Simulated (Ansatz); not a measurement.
# Calculated field gradients at the nuclei for Si3N4

The cell is an entry of the Crystallography Open Database (COD; perhaps a calculated or model structure), ions relaxed with PBE at fixed cell.

```
CELL_PARAMETERS angstrom
7.60200 0.00000 0.00000
-3.80100 6.58353 0.00000
0.00000 0.00000 2.90600
ATOMIC_POSITIONS crystal
Si 0.76754 0.17371 0.24830
Si 0.59383 0.76754 0.74830
Si 0.82629 0.59383 0.24830
Si 0.23246 0.82629 0.74830
Si 0.40617 0.23246 0.24830
Si 0.17371 0.40617 0.74830
N 0.02958 0.32970 0.24829
N 0.69989 0.02958 0.74829
N 0.67030 0.69989 0.24829
N 0.97042 0.67030 0.74829
N 0.30011 0.97042 0.24829
N 0.32970 0.30011 0.74829
N 0.66667 0.33333 0.24814
N 0.33333 0.66667 0.74814
```

Atom numbers follow the list; atoms alike are taken as one site, whose name carries the number of the first.

All values are calculated (Ansatz; DFT, HSE06, plane waves and PAW (field gradients read without the response of the frozen cores, which leaves them typically 4 to 6 % off), scalar-relativistic, 420 eV cutoff, Γ-centred 3×3×5 k-points, Fermi–Dirac smearing 0.02 eV), not measured.

C_Q = eQV_zz/h, which is 24.18 MHz for Q = 1 b and V_zz = 10²¹ V/m²; η = (V_xx − V_yy)/V_zz. Directions are in the Cartesian axes of the cell vectors above, for the atom listed; none is given where the gradient is under 0.02 or η is above 0.95.

**Question.** Give the quadrupolar parameters of the distinct sites.

**Answer.** 

```
site  first atom         first shell  V_zz (10²¹ V/m²)     η  direction of V_zz (x, y, z)
  Si           1  4 N at 1.73–1.74 Å              0.95  0.18               0.62 0.79 0.00
  N7           7      3 Si at 1.74 Å             -5.20  0.07              -0.53 0.85 0.00
 N13          13      3 Si at 1.73 Å             -5.17  0.00               0.00 0.00 1.00
```

An axis of threefold or higher order runs through N13, so V_zz lies along it and η is zero. At N7 V_zz stands upright on the plane through its three neighbours (within 3°).

The run took 2.2 min of wall time (2.2 min of CPU time) and 1.7 GiB at its peak, on 1 thread of Intel Xeon Platinum 8259CL CPU @ 2.50GHz (Skylake/Cascade Lake) (x86_64; 16 cores open to the job, memory cap 3.0 GiB, no GPU), a shared host with a load of 0.3 a core.
